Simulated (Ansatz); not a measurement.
# MnAs: the cost of one run

Method: DFT PBE, scalar-relativistic, plane waves, PAW, in Ansatz 0.2.0.

1 further run of the same task is left out (set aside as unsound or not needed).

## (1) The system as given

Symmetry: F-43m, No. 216, cubic system. The conventional cell has a = 5.934 Å, b = 5.934 Å, c = 5.934 Å, α = 90.00°, β = 90.00°, γ = 90.00°. Around Mn (site symmetry -43m) lie 4 Se at 2.57 Å. Around Se (site symmetry -43m) lie 4 Mn at 2.57 Å.

Structure file:

```cif
data_structure
_symmetry_space_group_name_H-M 'P 1'
_symmetry_Int_Tables_number 1
_cell_length_a 4.1959
_cell_length_b 4.1959
_cell_length_c 4.1959
_cell_angle_alpha 60.000
_cell_angle_beta 60.000
_cell_angle_gamma 60.000
_cell_volume 52.23
loop_
_atom_site_label
_atom_site_type_symbol
_atom_site_fract_x
_atom_site_fract_y
_atom_site_fract_z
_atom_site_occupancy
Mn1 Mn 0.00000 0.00000 0.00000 1
Se1 Se 0.75000 0.75000 0.75000 1
```

It is the result of an earlier relaxation at this level (volume 26.12 Å³/atom; gap on the mesh: none (metal), site moments up to 4.3 μB).

## (2) The substitution Se → As

MnAs starts from the relaxed positions of MnSe, with all lengths scaled by 0.997, a guess from tabulated radii. Atoms that may carry a moment start with parallel spins.

## (3) Probe: one point at the start (MnAs)

Input file input.yaml:

```yaml
crystal:
  lattice:
    - [0.0, 2.9592602887, 2.9592602887]
    - [2.9592602887, 0.0, 2.9592602887]
    - [2.9592602887, 2.9592602887, 0.0]
  atoms:
    - { symbol: Mn, position: [0.0, 0.0, 0.0], spin: 4.0 }
    - { symbol: As, position: [0.75, 0.75, 0.75] }
basis:
  ecutwfc: 420
kpoints:
  mp_grid: { grid: [6, 6, 6] }
hamiltonian:
  xc: pbe
scf:
  occupations: { method: gaussian, width: 0.1 }
  lower_state_search: "off"
output:
  forces: true
  stress: true
  eigenvalues: true
  populations: true
magnetization:
  spin_polarized: true
```

What time and memory should one allow on 1 thread of an Arm CPU, shared host?

About 7.7 s, with a peak of 0.33 GiB.
